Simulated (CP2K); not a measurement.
# Sn under changes of volume

One of the cells (33.803 Å³/atom); the others are scaled copies at fixed shape and fractional positions:

```
CELL_PARAMETERS angstrom
4.57264 0.00000 0.00000
2.28632 3.96002 0.00000
2.28632 1.32001 3.73354
ATOMIC_POSITIONS crystal
Sn 0.75000 0.75000 0.75000
Sn 0.50000 0.50000 0.50000
```

This isn't the form of Sn at room conditions, which is tetragonal (white tin).

```yaml
Program: CP2K 2026.2
Functional: LDA
Potentials_or_basis: GTH_POTENTIALS Sn GTH-PADE-q4; TZVP-MOLOPT-PBE-GTH basis
Density_cutoff: 6123 eV
k_mesh: 7 × 7 × 7
Occupations: fermi-dirac, width 0.05 eV
Spin: no spin polarisation
```

```tsv
volume (Å³/atom)	energy over the lowest point (meV/atom)	pressure (GPa)
31.775	7.15	1.9
32.451	1.43	0.8
33.127	0.00	-0.1
33.803	2.37	-1.0
34.479	?	?
35.155	16.93	-2.4
35.831	28.44	-3.0
```

Question: What does the run at 34.479 Å³/atom give?

Answer: Energy over the lowest point 8.12 meV/atom; pressure -1.7 GPa.

Worked out: A Birch-Murnaghan fit of order 3 (a polynomial in V^(-2/3)) to the other rows has its minimum at 33.03 Å³/atom with B0 = V·E''(V) = 45 GPa and B' = 4.6. It gives 8.14 meV/atom at 34.479 Å³/atom, against the run's 8.12, and -dE/dV = -1.7 GPa, against -1.7.

Energies are extrapolated to zero smearing.

Caveats: the basis of atomic orbitals isn't converged, which shifts pressures, moduli and gaps.
